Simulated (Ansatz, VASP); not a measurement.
## One calculation of Au, two programs

```
CELL_PARAMETERS angstrom
1.41131 -2.55593 0.00000
1.41131 2.55593 0.00000
0.00000 0.00000 4.89317
ATOMIC_POSITIONS crystal
Au 0.66533 0.33467 0.25000
Au 0.33467 0.66533 0.75000
```

Alike in both runs: task single point; functional PBE; dispersion D3(BJ); k mesh 6 × 6 × 4; occupations gaussian, width 0.1 eV; no spin polarisation; Hubbard terms Au d U = 5.8 eV, J = 0.49 eV.

```csv
,VASP,Ansatz
version,VASP 6.6.1,Ansatz 0.2.0
potentials or method,"VASP PAW PBE potentials, release 64 (Au)","scalar-relativistic, plane waves, PAW"
plane-wave cutoff (eV),520,420
valence electrons in the cell,22,38
```

VASP gave:

| Property | Result |
| --- | --- |
| gap on the k mesh at the Fermi level (eV) | none |
| pressure (GPa) | -4.2 |
| largest component of the traceless stress (GPa) | 5.46 |
| rms of the force components (eV/Å) | 0.006 |

Problem. Which values does Ansatz return?

Solution. gap on the k mesh at the Fermi level (eV): none; pressure (GPa): 0.5; largest component of the traceless stress (GPa): 5.98; rms of the force components (eV/Å): 0.003.

The programs project onto different local orbitals, so the same U acts differently. Atom by atom the forces differ by 0.009 eV/Å (rms over components). A gap of «none» marks a metal or a gap that the smearing closes. The two sets of potentials don't hold the same shells in valence. Ansatz warned: «filled_band_counts_differ_across_k_points».

Caveats: the k mesh is coarse (spacing up to 0.42 Å⁻¹), so the values aren't converged; U without spin polarisation on a metal has little footing; pairwise dispersion overbinds metals, which lowers pressure and volume; the U is typed as a test and isn't derived for this compound. Spin-orbit coupling is left out, which matters for the levels of Au.
